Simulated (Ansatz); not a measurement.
GaP, 2 atoms in the cell. The structure is cubic, space group F-43m (No. 216). The conventional cell has a = 5.451 Å, b = 5.451 Å, c = 5.451 Å, α = 90.00°, β = 90.00°, γ = 90.00°. Around Ga (site symmetry -43m) lie 4 P at 2.36 Å. P (site symmetry -43m) has 4 Ga at 2.36 Å as nearest neighbours. 

* Program: Ansatz 0.2.0
* Task: band structure
* Functional: LDA
* Potentials or basis: Ansatz PAW
* Cutoff: 420 eV (not typed: the program's choice for these potentials)
* k mesh: 6 × 6 × 6
* Occupations: fermi-dirac, width 0.05 eV
* Spin: spin-orbit coupling, no magnetisation
* Path: [["G", "X", "W", "K", "G", "L", "U", "W", "L", "K"], ["U", "X"]]
* Points for each segment of the path: 14

Potentials or basis: Ansatz PAW.

Run with:

```sh
$ ansatz run input.yaml --threads 2 --pin off --max-ram 5632MiB --backend cpu --events-out ev --progress --plain --runs-dir out
```

Hardware: 2 threads of Intel(R) Xeon(R) Processor @ 2.50GHz (Skylake/Cascade Lake), with other jobs on the host.

Task: Estimate the wall time of this run.

Result: It took 24 s on 2 threads of Intel(R) Xeon(R) Processor @ 2.50GHz (Skylake/Cascade Lake) (shared host), peak memory 0.45 GiB. Counts: scf iterations 8, plane waves 749, k points 16, bands 24.
